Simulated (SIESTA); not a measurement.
# Ag under changes of volume

One of the cells (17.048 Å³/atom); the others are scaled copies at fixed shape and fractional positions:

```
Ag
1.0
     0.00000    2.04275    2.04275
     2.04275    0.00000    2.04275
     2.04275    2.04275    0.00000
Ag
1
Direct
  0.00000 0.00000 0.00000
```

```yaml
Program: SIESTA 5.4.2
Functional: PBE
Potentials_or_basis: PseudoDojo 0.4 standard (PBE files)
Basis: SZ (energy shift 0.002 Ry)
Grid_cutoff: 800 Ry
Energy_shift: 0.002 Ry
k_mesh: 11 × 11 × 11
Occupations: fermi-dirac, width 0.05 eV
Spin: no spin polarisation
```

```tsv
volume (Å³/atom)	energy over the lowest point (meV/atom)	pressure (GPa)
16.025	318.57	36.8
16.366	?	?
16.707	181.00	28.1
17.048	125.62	24.3
17.389	77.36	21.1
17.730	35.65	18.2
18.071	0.00	15.4
```

Task: What does the run at 16.366 Å³/atom give?

Result: Energy over the lowest point 245.20 meV/atom; pressure 32.3 GPa.

Worked out: A Birch-Murnaghan fit of order 3 (a polynomial in V^(-2/3)) to the other rows has no minimum within the range. It gives 245.07 meV/atom at 16.366 Å³/atom, against the run's 245.20, and -dE/dV = 32.2 GPa, against 32.3.

Energies are extrapolated to zero smearing.

Caveats: the basis has no polarisation orbitals; short orbitals over semicore shells can move pressures by several GPa; the basis of atomic orbitals isn't converged, which shifts pressures, moduli and gaps.
